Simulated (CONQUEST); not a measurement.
# Zn under changes of volume

One of the cells (15.451 Å³/atom); the others are scaled copies at fixed shape and fractional positions:

```
CELL_PARAMETERS angstrom
3.13807 0.00000 0.00000
0.00000 3.13807 0.00000
0.00000 0.00000 3.13807
ATOMIC_POSITIONS crystal
Zn 0.00000 0.00000 0.00000
Zn 0.50000 0.50000 0.50000
```

This isn't the form of Zn at room conditions, which is hcp.

| Quantity | Value |
| --- | --- |
| Program | CONQUEST 1.3 |
| Functional | PBE |
| Potentials or basis | PseudoDojo NC PBE, DZP, grid of 32 × 32 × 32 points |
| k mesh | 9 × 9 × 9 |
| Occupations | fermi-dirac, width 0.05 eV |
| Spin | no spin polarisation |

```csv
volume (Å³/atom),energy over the lowest point (meV/atom),pressure (GPa)
14.524,40.64,8.5
14.833,26.64,6.3
15.142,14.84,6.0
15.451,5.94,3.5
15.760,?,?
16.069,0.00,-0.2
16.378,1.34,-0.9
```

Q: What does the run at 15.760 Å³/atom give?

A: Energy over the lowest point 1.37 meV/atom; pressure 1.7 GPa.

Worked out: A Birch-Murnaghan fit of order 3 (a polynomial in V^(-2/3)) to the other rows has its minimum at 16.06 Å³/atom with B0 = V·E''(V) = 96 GPa (rough, since the energies scatter). It gives 1.25 meV/atom at 15.760 Å³/atom, against the run's 1.37, and -dE/dV = 1.8 GPa, against 1.7.

Energies are extrapolated to zero smearing.

Caveats: the basis of atomic orbitals isn't converged, which shifts pressures, moduli and gaps.
